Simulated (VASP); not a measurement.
A run of VASP 6.6.1 is set up as follows.

The input POSCAR:

```
GaSb3
1.0
    0.0000000000      3.7305950000      3.7305950000
    3.7305950000      0.0000000000      3.7305950000
    3.7305950000      3.7305950000      0.0000000000
Sb Ga
3 1
Direct
    0.5000000000      0.5000000000      0.5000000000
    0.7500000000      0.7500000000      0.7500000000
    0.2500000000      0.2500000000      0.2500000000
    0.0000000000      0.0000000000      0.0000000000
```

INCAR.step1

```
SYSTEM = GaSb3
PREC = Accurate ; ENCUT = 600
EDIFF = 1E-8 ; ISMEAR = 0
SIGMA = 0.02 ; LREAL = .FALSE.
LASPH = .TRUE. ; NELM = 80
ALGO = Normal ; ISIF = 3
LWAVE = .FALSE. ; LCHARG = .FALSE.
IBRION = 2 ; NSW = 40
EDIFFG = -0.002 ; KPAR = 4
```

INCAR.step2

```
SYSTEM = GaSb3
PREC = Accurate ; ENCUT = 600
EDIFF = 1E-8 ; ISMEAR = 0
SIGMA = 0.02 ; LREAL = .FALSE.
LASPH = .TRUE. ; NELM = 80
ALGO = Normal ; ISIF = 2
LWAVE = .FALSE. ; LCHARG = .FALSE.
IBRION = 8 ; NSW = 1
LEPSILON = .TRUE. ; KPAR = 4
```

File KPOINTS:

```
regular mesh
0
G
  6 6 6
  0 0 0
```

Potentials or basis: VASP PAW LDA potentials, release 64 (Sb, Ga_d).

Run with:

```console
$ cat potpaw_LDA.64/Sb/POTCAR potpaw_LDA.64/Ga_d/POTCAR > POTCAR
$ cp INCAR.step1 INCAR
$ mpirun -np 4 vasp_std > vasp.out
$ cp CONTCAR POSCAR
$ cp INCAR.step2 INCAR
$ mpirun -np 4 vasp_std > vasp.out
```

(1) Estimate the electronic dielectric tensor (diagonal).

(2) What does it give for the Born charges (mean of the diagonal)?

(3) Estimate the highest phonon frequency at Γ, LO-TO splitting left out.

(4) Predict the relaxed cell.

## Answers

(1) 222.52.

(2) Sb -3.94, +0.64; Ga +2.67 e.

(3) 73 cm⁻¹.

(4) a = 5.128 Å, b = 5.128 Å, c = 5.128 Å, α = 60.00°, β = 60.00°, γ = 60.00°.

Caveat: some modes are imaginary.
